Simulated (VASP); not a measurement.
# Cd₇Se₈: nudged elastic band

Cd₇Se₈, defect, 15 atoms in the cell. PBE, nudged elastic band; PAW potentials Cd, Se (PBE set).

Path: a Cd atom hops into a neighbouring Cd vacancy; Moving images: 1; Charge of the cell: -2.

## Input

INCAR.step1:
```
ALGO = Normal
EDIFF = 1E-6
EDIFFG = -0.02
ENCUT = 300
IBRION = 2
ISIF = 2
ISMEAR = 0
ISYM = 0
KPAR = 8
LASPH = True
LCHARG = False
LREAL = False
LWAVE = False
NELECT = 134.0
NELM = 100
NSW = 100
POTIM = 0.5
PREC = Normal
SIGMA = 0.05
```

INCAR.step3, as INCAR.step1 but for:
```
- EDIFFG = -0.02
- IBRION = 2
- ISIF = 2
- POTIM = 0.5
+ EDIFFG = -0.05
+ IBRION = 1
+ IMAGES = 1
+ POTIM = 0.3
+ SPRING = -5
```

KPOINTS:
```
k-points
0
Gamma
  3 3 3
```

00/POSCAR:
```
Cd7Se8
1.0
   -6.4500000000      3.7239092363      7.0200000000
    6.4500000000     -3.7239092363      7.0200000000
    2.1500000000      3.7239092363     -7.0200000000
Cd Se
7 8
Direct
    0.9027418306      0.0894880498      0.4999531199
    0.9007484459      0.5573017796      0.9715697905
    0.4292216851      0.0858544186      0.0282361137
    0.3398942563      0.1735292475      0.5000874688
    0.8286459046      0.6781368867      0.5001731084
    0.8364580746      0.1615767885      0.9759027544
    0.3603534649      0.6855761961      0.0239751337
    0.5904959649      0.7607917973      0.5000198689
    0.1039348102      0.2750599777      0.4999770569
    0.1051003436      0.7687899526      0.9961167333
    0.6092185538      0.2728667966      0.0040958754
    0.5134358757      0.3751247563      0.4998784256
    0.0262892717      0.8605913861      0.4999696763
    0.0609927797      0.3785416251      0.0451173910
    0.5158020719      0.8334370085      0.9549274831
```

01/POSCAR:
```
Cd7Se8
1.0
   -6.4500000000      3.7239092363      7.0200000000
    6.4500000000     -3.7239092363      7.0200000000
    2.1500000000      3.7239092363     -7.0200000000
Cd Se
7 8
Direct
    0.9081716679      0.0723846292      0.4987416006
    0.9179022903      0.5675373024      0.9927779317
    0.4250713233      0.0747115028      0.0070342098
    0.3521871756      0.3679314194      0.5031455626
    0.8317405860      0.6513744467      0.4983698702
    0.8239622243      0.1533701030      0.9922014061
    0.3314639704      0.6610793891      0.0077677036
    0.5966537246      0.7530858485      0.4999820491
    0.0918200799      0.2471316576      0.4999530130
    0.1142312992      0.7784988262      1.0224631289
    0.5918096765      0.2559432798     -0.0225282610
    0.5651113408      0.3356646510      0.4997086077
    0.0228273114      0.8433628494      0.5002105429
    0.0328813235      0.3548649481      0.0152931391
    0.5174993401      0.8397258137      0.9848794957
```

02/POSCAR:
```
Cd7Se8
1.0
   -6.4500000000      3.7239092363      7.0200000000
    6.4500000000     -3.7239092363      7.0200000000
    2.1500000000      3.7239092363     -7.0200000000
Cd Se
7 8
Direct
    0.9179737051      0.0621164879      0.5000874656
    0.9060212328      0.5586803004      0.9759027735
    0.4300206226      0.0825756708      0.0239751118
    0.4225813224      0.5508681245      0.5001731003
    0.8339324914      0.6249640541      0.4999531269
    0.8302988677      0.1514439067      1.0282361083
    0.3017462380      0.6229706764     -0.0284301985
    0.6050358343      0.7485115000      0.4999696790
    0.1195692117      0.2356581062      0.4998784295
    0.1229860611      0.7832149847      1.0451173818
    0.5778814623      0.2380242955     -0.0450724958
    0.5052362378      0.3127181951      0.5000198621
    0.0195044084      0.8261570272      0.4999770567
    0.0173112365      0.3314407700      0.0040958631
    0.5132344016      0.8273225673      0.9961167355
```

POSCAR.step1:
```
Cd7Se8
1.0
   -6.4500000000      3.7239092363      7.0200000000
    6.4500000000     -3.7239092363      7.0200000000
    2.1500000000      3.7239092363     -7.0200000000
Cd Se
7 8
Direct
    0.9166666666      0.0833333334      0.5000000000
    0.9166666666      0.5833333334      0.0000000000
    0.4166666667      0.0833333334      0.0000000000
    0.3333333334      0.1666666666      0.5000000000
    0.8333333334      0.6666666667      0.5000000000
    0.8333333334      0.1666666667      0.0000000000
    0.3333333334      0.6666666666      0.0000000000
    0.6091666666      0.7758333334      0.5000000000
    0.1091666667      0.2758333334      0.5000000000
    0.1091666667      0.7758333334      0.0000000000
    0.6091666667      0.2758333333      0.0000000000
    0.5258333334      0.3591666666      0.5000000000
    0.0258333334      0.8591666667      0.5000000000
    0.0258333333      0.3591666667      0.0000000000
    0.5258333334      0.8591666667      0.0000000000
```

POSCAR.step2:
```
Cd7Se8
1.0
   -6.4500000000      3.7239092363      7.0200000000
    6.4500000000     -3.7239092363      7.0200000000
    2.1500000000      3.7239092363     -7.0200000000
Cd Se
7 8
Direct
    0.9166666666      0.0833333334      0.5000000000
    0.9166666666      0.5833333334      0.0000000000
    0.4166666667      0.0833333334      0.0000000000
    0.4166666667      0.5833333333      0.5000000000
    0.8333333334      0.6666666667      0.5000000000
    0.8333333334      0.1666666667      0.0000000000
    0.3333333334      0.6666666666      0.0000000000
    0.6091666666      0.7758333334      0.5000000000
    0.1091666667      0.2758333334      0.5000000000
    0.1091666667      0.7758333334      0.0000000000
    0.6091666667      0.2758333333      0.0000000000
    0.5258333334      0.3591666666      0.5000000000
    0.0258333334      0.8591666667      0.5000000000
    0.0258333333      0.3591666667      0.0000000000
    0.5258333334      0.8591666667      0.0000000000
```

Commands (each step's output is kept before the next begins):
```
cat potpaw_PBE.64/Cd/POTCAR potpaw_PBE.64/Se/POTCAR > POTCAR
cp INCAR.step1 INCAR
cp POSCAR.step1 POSCAR
mpirun -np 8 vasp_std > vasp.out
cp POSCAR.step2 POSCAR
mpirun -np 8 vasp_std > vasp.out
# 00 and 02 hold the relaxed ends; the images between are interpolated (pair-distance (IDPP))
cp INCAR.step3 INCAR
mpirun -np 8 vasp_std > vasp.out
```

## Result

- Barrier (eV): 0.885
- Barrier of the reverse step (eV): 0.885
- Energy of the second end over the first (eV): 0.000
- Top of the path (share of its length): 0.46
- Length of the path (Å): 5.04
- Steps of the band: 98
- Ionic steps, all stages: 126
- Electronic steps, all stages: 797

Energy along the relaxed band:

| Image | Distance along the path (Å) | Energy above the first end (eV) | Slope along the path (eV/Å) | Largest force across the path (eV/Å) |
|---|---|---|---|---|
| 0 | 0.000 | 0.000 | relaxed end |  |
| 1 | 2.518 | 0.867 | -0.202 | 0.049 |
| 2 | 5.035 | 0.000 | relaxed end |  |

The cell is CdSe (16 atoms) with one Cd atom missing.

No image sits on the top: the highest one reads 0.867 eV, and the cubic through energies and slopes puts the barrier at 0.885 eV.

The two ends have the same energy within 0.01 eV.

Limits: the cell holds 15 atoms, so the vacancy or interstitial meets its own images and the barrier isn't that of a lone defect; the cell is charged against a uniform background; the barrier compares two equally charged cells; a single image in the middle can't show two humps with a dip between them, and says nothing of the springs.

VASP 6.6.1 took 3173 s on 8 cores (Intel Xeon Platinum 8259CL @ 2.50GHz (Skylake/Cascade Lake)), a shared host.
